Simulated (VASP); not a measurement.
# YN (Fm-3m) in VASP: notebook

The runs below take YN through relaxation of cell and atoms, electrostatic potential, with PBEsol.

Program: VASP 6.6.1. These are calculated values, not measurements. Logs are shortened: lines on timing, memory, paths and dates and some standing lists are left out, and cuts for length are marked.

## Step 1: Starting point

Symmetry: Fm-3m, No. 225, cubic system. The conventional cell has a = 4.880 Å, b = 4.880 Å, c = 4.880 Å, α = 90.00°, β = 90.00°, γ = 90.00°. Around Y (site symmetry m-3m) lie 6 N at 2.44 Å. N (site symmetry m-3m) is surrounded by 6 Y at 2.44 Å.

The cell was built by a generator and needn't be a form met in nature.

## Step 2: Relaxation of cell and atoms, PBEsol

INCAR

```
SYSTEM = YN
ALGO = Fast
EDIFF = 1E-7
EDIFFG = -0.005
ENCUT = 600
GGA = PS
IBRION = 2
ISIF = 3
ISMEAR = 0
LASPH = .TRUE.
LCHARG = .FALSE.
LREAL = .FALSE.
LWAVE = .FALSE.
NELM = 120
NSW = 40
PREC = Accurate
SIGMA = 0.02
```

KPOINTS

```
k-points
0
G
  10 10 10
  0 0 0
```

POSCAR

```
YN
1.0
    0.0000000000      2.4400000000      2.4400000000
    2.4400000000      0.0000000000      2.4400000000
    2.4400000000      2.4400000000      0.0000000000
Y N
1 1
Direct
    0.0000000000      0.0000000000      0.0000000000
    0.5000000000      0.5000000000      0.5000000000
```

Potentials or basis: VASP PAW PBE potentials, release 64 (Y_sv, N).

On the command line:

```console
> cat potpaw_PBE.64/Y_sv/POTCAR potpaw_PBE.64/N/POTCAR > POTCAR
> mpirun -np 1 vasp_std > vasp.out
```

OUTCAR:

```text
SYSTEM = YN
   EDIFF = 1E-7
   EDIFFG = -0.005
   ENCUT = 600
   GGA = PS
   IBRION = 2
   ISIF = 3
   ISMEAR = 0
   LASPH = .TRUE.
   LREAL = .FALSE.
   NELM = 120
   NSW = 40
   PREC = Accurate

 ion  position               nearest neighbor table
   1  0.000  0.000  0.000-   2 2.44   2 2.44   2 2.44   2 2.44   2 2.44   2 2.44
   2  0.500  0.500  0.500-   1 2.44   1 2.44   1 2.44   1 2.44   1 2.44   1 2.44

  LATTYP: Found a face centered cubic cell.
 ALAT       =     4.8800000000

  Lattice vectors:

 A1 = (   0.0000000000,   2.4400000000,   2.4400000000)
 A2 = (   2.4400000000,   0.0000000000,   2.4400000000)
 A3 = (   2.4400000000,   2.4400000000,   0.0000000000)

Analysis of symmetry for initial positions (statically):
=====================================================================
 Subroutine PRICEL returns:
 Original cell was already a primitive cell.

 Routine SETGRP: Setting up the symmetry group for a
 face centered cubic supercell.

 Subroutine GETGRP returns: Found 48 space group operations
 (whereof 48 operations were pure point group operations)
 out of a pool of 48 trial point group operations.

The static configuration has the point symmetry O_h .

Analysis of symmetry for dynamics (positions and initial velocities):
=====================================================================
 Subroutine PRICEL returns:
 Original cell was already a primitive cell.

 Routine SETGRP: Setting up the symmetry group for a
 face centered cubic supercell.

 Subroutine GETGRP returns: Found 48 space group operations
 (whereof 48 operations were pure point group operations)
 out of a pool of 48 trial point group operations.

The dynamic configuration has the point symmetry O_h .

 Subroutine INISYM returns: Found 48 space group operations
 (whereof 48 operations are pure point group operations),
 and found     1 'primitive' translations

----------------------------------------------------------------------------------------

                                     Primitive cell

  volume of cell :      29.0536

  direct lattice vectors                    reciprocal lattice vectors
     0.000000000  2.440000000  2.440000000    -0.204918033  0.204918033  0.204918033
     2.440000000  0.000000000  2.440000000     0.204918033 -0.204918033  0.204918033
     2.440000000  2.440000000  0.000000000     0.204918033  0.204918033 -0.204918033

  length of vectors
     3.450681092  3.450681092  3.450681092     0.354928444  0.354928444  0.354928444

  position of ions in fractional coordinates (direct lattice)
     0.000000000  0.000000000  0.000000000
     0.500000000  0.500000000  0.500000000

  ion indices of the primitive-cell ions
   primitive index   ion index
                 1           1
                 2           2

----------------------------------------------------------------------------------------

 KPOINTS: k-points

Automatic generation of k-mesh.
 Grid dimensions read from file:
 generate k-points for:   10   10   10

 Generating k-lattice:

  Cartesian coordinates                     Fractional coordinates (reciprocal lattice)
    -0.020491803  0.020491803  0.020491803     0.100000000  0.000000000  0.000000000
     0.020491803 -0.020491803  0.020491803     0.000000000  0.100000000  0.000000000
     0.020491803  0.020491803 -0.020491803     0.000000000  0.000000000  0.100000000

  Length of vectors
     0.035492844  0.035492844  0.035492844

  Shift w.r.t. Gamma in fractional coordinates (k-lattice)
     0.000000000  0.000000000  0.000000000

 Subroutine IBZKPT returns following result:
 ===========================================

 Found     47 irreducible k-points:

 Following reciprocal coordinates:
            Coordinates               Weight
  0.000000  0.000000  0.000000      1.000000
  0.100000  0.000000  0.000000      8.000000
  0.200000  0.000000  0.000000      8.000000
  0.300000  0.000000  0.000000      8.000000
  0.400000  0.000000  0.000000      8.000000
  0.500000  0.000000  0.000000      4.000000
[... 16 lines left out ...]
  0.300000  0.300000  0.000000      6.000000
  0.400000  0.300000  0.000000     24.000000
 [... further k-points ...]
   k-points           NKPTS =     47   k-points in BZ     NKDIM =     47   number of bands    NBANDS=     12
   number of dos      NEDOS =    301   number of ions     NIONS =      2
   total plane-waves  NPLWV =  21952
   dimension x,y,z NGX =    28 NGY =   28 NGZ =   28
   dimension x,y,z NGXF=    56 NGYF=   56 NGZF=   56
   ions per type =               1   1
   NGX,Y,Z   is equivalent  to a cutoff of  13.49, 13.49, 13.49 a.u.
   NGXF,Y,Z  is equivalent  to a cutoff of  26.98, 26.98, 26.98 a.u.
 SYSTEM =  YN
   PREC   = accura    normal or accurate (medium, high low for compatibility)
   ISTART =      0    job   : 0-new  1-cont  2-samecut
   ICHARG =      2    charge: 1-file 2-atom 10-const
   ISPIN  =      1    spin polarized calculation?
   LNONCOLLINEAR =      F non collinear calculations
   LSORBIT =      F    spin-orbit coupling
   LASPH  =      T    aspherical Exc in radial PAW
   ENCUT  =  600.0 eV  44.10 Ry    6.64 a.u.   6.89  6.89  6.89*2*pi/ulx,y,z
   NELM   =    120;   NELMIN=  2; NELMDL= -5     # of ELM steps
   EDIFF  = 0.1E-06   stopping-criterion for ELM
   LREAL  =      F    real-space projection
   EDIFFG = -.5E-02   stopping-criterion for IOM
   NSW    =     40    number of steps for IOM
   IBRION =      2    ionic relax: 0-MD 1-quasi-New 2-CG
   NFREE  =      1    steps in history (QN), initial steepest desc. (CG)
   ISIF   =      3    stress and relaxation
   ISYM   =      2    0-nonsym 1-usesym 2-fastsym
   POTIM  = 0.5000    time-step for ionic-motion
   TEBEG  =    0.0;   TEEND  =   0.0 temperature during run
   PSTRESS=    0.0 pullay stress
   NELECT =      16.0000    total number of electrons
   NUPDOWN=      -1.0000    fix difference up-down
   EMIN   =  10.00;   EMAX   =-10.00  energy-range for DOS
   EFERMI =   0.00;   METHOD = LEGACY
   ISMEAR =     0;   SIGMA  =   0.02  broadening in eV -4-tet -1-fermi 0-gaus
   EFERMI_NEDOS =   21; number of points for ismear=-14 and -15
   IALGO  =     68    algorithm
   IMIX   =      4    mixing-type and parameters
     AMIX     =   0.40;   BMIX     =  1.00
     AMIX_MAG =   1.60;   BMIX_MAG =  1.00
  volume/ion in A,a.u.               =      14.53        98.03
  Fermi-wavevector in a.u.,A,eV,Ry     =   1.341884  2.535793 24.499370  1.800653
  Thomas-Fermi vector in A             =   2.470082
   LORBIT       =      0    0 simple, 1 ext, 2 COOP (PROOUT), +10 PAW based schemes
   GGA     = PS    functional components
   LHFCALC =     F    Hartree Fock is set to
   AEXX    =    0.0000 exact exchange contribution
   IVDW    =     0    specifies the selected vdW correction
   LEPSILON=     F    determine dielectric tensor
   LRPA    =     F    only Hartree local field effects (RPA)
 conjugate gradient relaxation of ions
 non-spin polarized calculation
 RMM-DIIS sequential band-by-band and
 Gauss-broadening in eV      SIGMA  =   0.02
  energy-cutoff  :      600.00
  volume of cell :       29.05
 maximum number of plane-waves:       982
   NGX = 13   NGY = 13   NGZ = 13

--------------------------------------- Ionic step        1  -------------------------------------------

 number of electron      16.0000002 magnetization

 Free energy of the ion-electron system (eV)
  ---------------------------------------------------
  ext. energy  EPLUGINS =         0.00000000
  ---------------------------------------------------
  free energy    TOTEN  =       -19.12907264 eV

  energy without entropy =      -19.12907246  energy(sigma->0) =      -19.12907255

------------------------ aborting loop because EDIFF is reached ----------------------------------------

  FORCE on cell =-STRESS in cart. coord.  units (eV):
  Direction    XX          YY          ZZ          XY          YZ          ZX
  --------------------------------------------------------------------------------------
  -------------------------------------------------------------------------------------
  Total       -0.4784676     -0.4784676     -0.4784676      0.0000000      0.0000000      0.0000000
  in kB      -26.3853990    -26.3853990    -26.3853990      0.0000000      0.0000000      0.0000000
  external PRESSURE =     -26.3853990 kB  Pullay stress =       0.0000000 kB
[... 57 lines left out ...]
  energy  without entropy=      -19.1273445567  energy(sigma->0) =      -19.12736267

--------------------------------------- Ionic step        3  -------------------------------------------

 number of electron      16.0000001 magnetization

 Free energy of the ion-electron system (eV)
  ---------------------------------------------------
  ext. energy  EPLUGINS =         0.00000000
  ---------------------------------------------------
  free energy    TOTEN  =       -19.13290491 eV

  energy without entropy =      -19.13290117  energy(sigma->0) =      -19.13290304

 E-fermi :   4.1697     XC(G=0): -11.5500

 val. band max:        4.1357108398   @ k =   0.0000   0.0000   0.0000
 cond. band min:       4.2037855723   @ k =   0.5000   0.5000   0.0000
 fundamental gap:      0.0680747325
 Fermi energy:         4.1697480029

 k-point     1 :       0.0000    0.0000    0.0000
  band No.  band energies     occupation
      1     -36.4663      2.00000
      2     -16.1154      2.00000
      3     -16.1154      2.00000
      4     -16.1154      2.00000
      5      -8.7861      2.00000
      6       4.1357      1.98391
      7       4.1357      1.98391
      8       4.1357      1.98391
      9       7.2599      0.00000
     10       7.2599      0.00000
     11       7.2599      0.00000
     12       8.4198      0.00000
[... 331 lines left out ...]
 k-point    24 :       0.4000    0.3000    0.0000
  band No.  band energies     occupation
      1     -36.3241      2.00000
      2     -16.9462      2.00000
      3     -16.4245      2.00000
      4     -16.3873      2.00000
      5      -7.9797      2.00000
      6       1.7134      2.00000
      7       3.1541      2.00000
      8       3.4377      2.00000
      9       5.2044      0.00000
     10      10.9321      0.00000
     11      11.0724      0.00000
     12      11.4698      0.00000

 [... further k-points ...]
[... 5 lines left out ...]
  --------------------------------------------------------------------------------------
  -------------------------------------------------------------------------------------
  Total       -0.0052502     -0.0052502     -0.0052502     -0.0000000      0.0000000      0.0000000
  in kB       -0.2941558     -0.2941558     -0.2941558     -0.0000000      0.0000000      0.0000000
  external PRESSURE =      -0.2941558 kB  Pullay stress =       0.0000000 kB
[... 17 lines left out ...]
  FREE ENERGIE OF THE ION-ELECTRON SYSTEM (eV)
  ---------------------------------------------------
  free  energy   TOTEN  =       -19.1329049050 eV

  energy  without entropy=      -19.1329011663  energy(sigma->0) =      -19.13290304

 reached required accuracy - stopping structural energy minimisation
```

It took 52 s on 1 thread of Intel Xeon 6975P-C (Granite Rapids), shared host; peak memory 0.19 GiB.

Results:

| Quantity | Value |
| --- | --- |
| Free energy | -19.1329 eV |
| Relaxed volume | 14.30 Å³/atom |
| Relaxed cell | a = 3.432 Å, b = 3.432 Å, c = 3.432 Å, α = 60.00°, β = 60.00°, γ = 60.00° |
| Space group after relaxing (to 0.05 Å) | Fm-3m (No. 225) |
| Energy gained by relaxing | 1.9 meV/atom |
| Ionic steps | 3 |
| Pressure after relaxing | 0.0 GPa |
| Band gap on the k mesh | 0.07 eV, indirect (least direct gap 0.44 eV) |

The path:
```csv
step,energy change (eV),largest force (eV/Å),pressure (GPa),volume (Å³)
1,0.0000,0.0000,-2.64,29.05
2,0.0017,0.0000,3.36,28.06
3,-0.0038,0.0000,-0.03,28.60
```

Final structure:
```yaml
crystal:
  lattice:
    - [0.00000, 2.42713, 2.42713]
    - [2.42713, 0.00000, 2.42713]
    - [2.42713, 2.42713, 0.00000]
  atoms:
    - { symbol: Y, position: [0.00000, 0.00000, 0.00000] }
    - { symbol: N, position: [0.50000, 0.50000, 0.50000] }
```

Caveat: the PAW data sets were made with another functional, which shifts forces and pressure a little. A k mesh can miss the band edges.

## Step 3: Electrostatic potential, PBEsol

This run uses another cell than the first one, of 14.30 Å³/atom, 0.984 times its volume.

INCAR

```
ALGO     = Fast           # electronic algorithm
EDIFF    = 1E-7           # SCF threshold, eV
ENCUT    = 520            # plane-wave cutoff, eV
GGA      = PS             # functional
ISIF     = 2              # what is computed and relaxed
ISMEAR   = 0              # smearing method
LASPH    = True           # aspherical terms in the spheres
LCHARG   = True           # write CHGCAR
LREAL    = False          # projectors in reciprocal space
LVHAR    = True         
LWAVE    = False          # write WAVECAR
NELM     = 60             # most SCF steps
PREC     = Accurate       # precision mode
SIGMA    = 0.02           # smearing width, eV
```

KPOINTS

```
k-points
0
Gamma
  10 10 10
```

POSCAR

```
YN                                      
1.0
    0.0000000000      2.4271287901      2.4271287901
    2.4271287901      0.0000000000      2.4271287901
    2.4271287901      2.4271287901      0.0000000000
  Y               N             
     1     1
Direct
     0.0000000000000000    0.0000000000000000    0.0000000000000000
     0.5000000000000000    0.5000000000000000    0.5000000000000000
```

Potentials or basis: VASP PAW PBE potentials, release 64 (Y_sv, N).

On the command line:

```console
> cat potpaw_PBE.64/Y_sv/POTCAR potpaw_PBE.64/N/POTCAR > POTCAR
> mpirun -np 1 vasp_std > vasp.out
```

OUTCAR:

```text
EDIFF = 1E-7
   ENCUT = 520
   GGA = PS
   ISIF = 2
   ISMEAR = 0
   LASPH = True
   LREAL = False
   NELM = 60
   PREC = Accurate

 ion  position               nearest neighbor table
   1  0.000  0.000  0.000-   2 2.43   2 2.43   2 2.43   2 2.43   2 2.43   2 2.43
   2  0.500  0.500  0.500-   1 2.43   1 2.43   1 2.43   1 2.43   1 2.43   1 2.43

  LATTYP: Found a face centered cubic cell.
 ALAT       =     4.8542575802

  Lattice vectors:

 A1 = (   0.0000000000,   2.4271287901,   2.4271287901)
 A2 = (   2.4271287901,   0.0000000000,   2.4271287901)
[... 541 lines left out ...]
      9       5.2046      0.00000
     10      10.9318      0.00000
     11      11.0729      0.00000
     12      11.4698      0.00000

 [... further k-points ...]
[... 5 lines left out ...]
  --------------------------------------------------------------------------------------
  -------------------------------------------------------------------------------------
  Total        0.0188868      0.0188868      0.0188868     -0.0000000      0.0000000     -0.0000000
  in kB        1.0581842      1.0581842      1.0581842     -0.0000000      0.0000000     -0.0000000
  external PRESSURE =       1.0581842 kB  Pullay stress =       0.0000000 kB

 VOLUME and BASIS-vectors are now :
 -----------------------------------------------------------------------------
  energy-cutoff  :      520.00
  volume of cell :       28.60
      direct lattice vectors                 reciprocal lattice vectors
     0.000000000  2.427128790  2.427128790    -0.206004725  0.206004725  0.206004725
     2.427128790  0.000000000  2.427128790     0.206004725 -0.206004725  0.206004725
     2.427128790  2.427128790  0.000000000     0.206004725  0.206004725 -0.206004725

 POSITION                                       TOTAL-FORCE (eV/Angst)
 -----------------------------------------------------------------------------------
      0.00000      0.00000      0.00000         0.000000     -0.000000     -0.000000
      2.42713      2.42713      2.42713        -0.000000      0.000000      0.000000
 -----------------------------------------------------------------------------------
    total drift:                                0.000000      0.000000      0.000000

  FREE ENERGIE OF THE ION-ELECTRON SYSTEM (eV)
  ---------------------------------------------------
  free  energy   TOTEN  =       -19.1305165615 eV

  energy  without entropy=      -19.1305126717  energy(sigma->0) =      -19.13051462
```

Wall time 29 s (1 thread of Intel Xeon 6975P-C (Granite Rapids), shared host); peak memory 0.18 GiB.

What came out:

| Item | Value |
| --- | --- |
| Free energy | -19.1305 eV |
| Pressure | 0.1 GPa |
| Band gap on the k mesh | 0.07 eV, indirect (least direct gap 0.44 eV) |

Levels at points of the mesh, in eV from the valence-band top:
```tsv
k point	band 4	band 5	band 6	band 7	band 8	band 9	band 10	band 11	band 12
(0.00, 0.00, 0.00)	-20.25	-12.92	0.00	0.00	0.00	3.12	3.12	3.12	4.27
(0.50, 0.00, 0.00)	-20.34	-11.01	-4.20	-2.32	-2.32	5.80	6.50	6.50	6.76
(0.50, 0.50, 0.00)	-20.61	-12.48	-1.47	-0.37	-0.37	0.07	7.00	7.45	8.11
```

Caveat: the PAW data sets were made with another functional, which shifts forces and pressure a little. A k mesh can miss the band edges.
